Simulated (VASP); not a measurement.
Here is a VASP 6.6.1 calculation.

File INCAR:

```
ALGO = Fast
EDIFF = 1E-7
ENCUT = 520
GGA = PS
GGA_COMPAT = False
ISIF = 2
ISMEAR = 0
LASPH = True
LCHARG = False
LORBIT = 11
LORBMOM = True
LREAL = False
LSORBIT = True
LWAVE = False
MAGMOM = 0 0 0 0 0 0
NBANDS = 20
NELM = 150
PREC = Accurate
SIGMA = 0.01
```

KPOINTS

```
k-points
0
Gamma
  8 8 8
```

Contents of POSCAR:

```
MgSe
1.0
    2.5790628415      2.5790628415      0.0000000000
   -2.5790628415      2.5790628415      0.0000000000
    0.0000000000      2.5790628415      2.5790628415
Mg Se
1 1
Direct
    0.0000000000      0.0000000000      0.0000000000
    0.5000000000      0.5000000000      0.0000000000
```

Potentials or basis: VASP PAW PBE potentials, release 64 (Mg, Se).

Launch:

```sh
$ cat potpaw_PBE.64/Mg/POTCAR potpaw_PBE.64/Se/POTCAR > POTCAR
$ mpirun -np 1 vasp_ncl > vasp.out
```

Question: Estimate the pressure.

Answer: 15.1 GPa.

Question: What does it give for the net moment?

Answer: 0.00 μB per cell.

Moments on the atoms (μB; x, y, z):
```
Mg  0.00 0.00 0.00
Se  0.00 0.00 0.00
```

Caveat: so large a pressure means that the cell lies far from this level's equilibrium, or that cutoff or potentials fall short; the potentials were made for another functional, which shifts forces and pressure.
